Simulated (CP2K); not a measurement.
Crystal: Pt.

```xyz
1
Lattice="2.7731 0.0000 0.0000 1.3866 2.4016 0.0000 1.3866 0.8005 2.2643" Properties=species:S:1:pos:R:3 pbc="T T T"
Pt    0.0000    0.0000    0.0000
```

Program: CP2K 2026.2. Alike in all runs: task band structure; no spin polarisation; cell as given; k mesh 12 × 12 × 12.

Task: Order these runs on this cell by their pressure, lowest first.
A. level r2SCAN; potentials or basis POTENTIAL_UZH Pt GTH-SCAN-q18; TZVP-MOLOPT-SCAN-GTH basis; smearing fermi-dirac 0.05 eV; NGRIDS 5; basis sets Pt TZVP-MOLOPT-SCAN-GTH-q18; potentials Pt GTH-SCAN-q18 of POTENTIAL_UZH; points a segment of the path (NPOINTS) 6; CUTOFF of the grids 675 Ry
B. level PBEsol; potentials or basis POTENTIAL_UZH Pt GTH-PBE-q18; TZVP-MOLOPT-PBE-GTH basis; smearing fermi-dirac 0.0259 eV; NGRIDS 4; basis sets Pt TZVP-MOLOPT-PBE-GTH-q18; potentials Pt GTH-PBE-q18 of POTENTIAL_UZH; points a segment of the path (NPOINTS) 8; CUTOFF of the grids 450 Ry
C. level LDA; potentials or basis GTH_POTENTIALS Pt GTH-PADE-q18; TZVP-MOLOPT-PBE-GTH basis; smearing fermi-dirac 0.01 eV; NGRIDS 4; basis sets Pt TZVP-MOLOPT-PBE-GTH-q18; potentials Pt GTH-PADE-q18 of GTH_POTENTIALS; points a segment of the path (NPOINTS) 10; CUTOFF of the grids 450 Ry

Result: C (-23.3 GPa), B (-0.3 GPa), A (7.8 GPa).

Caveats: the basis of atomic orbitals isn't converged, which shifts pressures, moduli and gaps; so large a pressure means that the cell lies far from this level's equilibrium, or that cutoff or potentials fall short (some runs); the potentials were made for another functional, which shifts forces and pressure (some runs).

Runs at the PBE level aren't shown here.
